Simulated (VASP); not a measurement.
Write the native input for VASP 6.6.1 that does the following.

```
Task                   : relaxation of cell and atoms
Functional             : r2SCAN
Potentials or basis    : VASP PAW PBE potentials, release 64 (Pd)
Cutoff                 : 600 eV
k mesh                 : 18 × 18 × 18
Occupations            : methfessel-paxton, width 0.1 eV
Spin                   : no spin polarisation
Further INCAR settings : ALGO = Normal; EDIFF = 1e-06; IBRION = 2; EDIFFG = -0.005; NSW = 60; ISIF = 3
```

The structure of Pd lies in POSCAR:

```
Pd
1.0
    0.0000000000      1.9400000000      1.9400000000
    1.9400000000      0.0000000000      1.9400000000
    1.9400000000      1.9400000000      0.0000000000
Pd
1
Direct
    0.0000000000      0.0000000000      0.0000000000
```

The cell was built by a generator and needn't be a form met in nature.

These files were run (other wordings do the same):

INCAR

```
SYSTEM = Pd
ALGO     = Normal         ! electronic algorithm
EDIFF    = 1E-6           ! SCF threshold, eV
EDIFFG   = -0.005         ! ionic threshold
ENCUT    = 600            ! plane-wave cutoff, eV
IBRION   = 2              ! ionic algorithm
ISIF     = 3              ! what is computed and relaxed
ISMEAR   = 1              ! smearing method
LASPH    = .True.         ! aspherical terms in the spheres
LCHARG   = .False.        ! write CHGCAR
LMIXTAU  = .True.       
LREAL    = .False.        ! projectors in reciprocal space
LWAVE    = .False.        ! write WAVECAR
METAGGA  = R2SCAN         ! meta-GGA
NELM     = 120            ! most SCF steps
NSW      = 60             ! ionic steps
PREC     = Accurate       ! precision mode
SIGMA    = 0.1            ! smearing width, eV
```

KPOINTS

```
k-points
0
Gamma
  18 18 18
  0 0 0
```

Potentials or basis: VASP PAW PBE potentials, release 64 (Pd).

The run is started by

```sh
$ cat potpaw_PBE.64/Pd/POTCAR > POTCAR
$ mpirun -np 1 vasp_std > vasp.out
```

It gave:

- Relaxed volume: 14.96 Å³/atom
- Relaxed cell: a = 2.766 Å, b = 2.766 Å, c = 2.766 Å, α = 60.00°, β = 60.00°, γ = 60.00°
- Space group after relaxing (to 0.05 Å): Fm-3m (No. 225)
- Energy gained by relaxing: 5.3 meV/atom
- Ionic steps: 6
- Pressure after relaxing: 0.0 GPa
- Band gap on the k mesh: none (metal or under the smearing width)

Caveat: the PAW data sets were made with another functional, which shifts forces and pressure a little.

Run time: 2.7 min on 1 thread of Intel(R) Xeon(R) 6975P-C (Granite Rapids), on a shared host, peak memory 0.18 GiB.
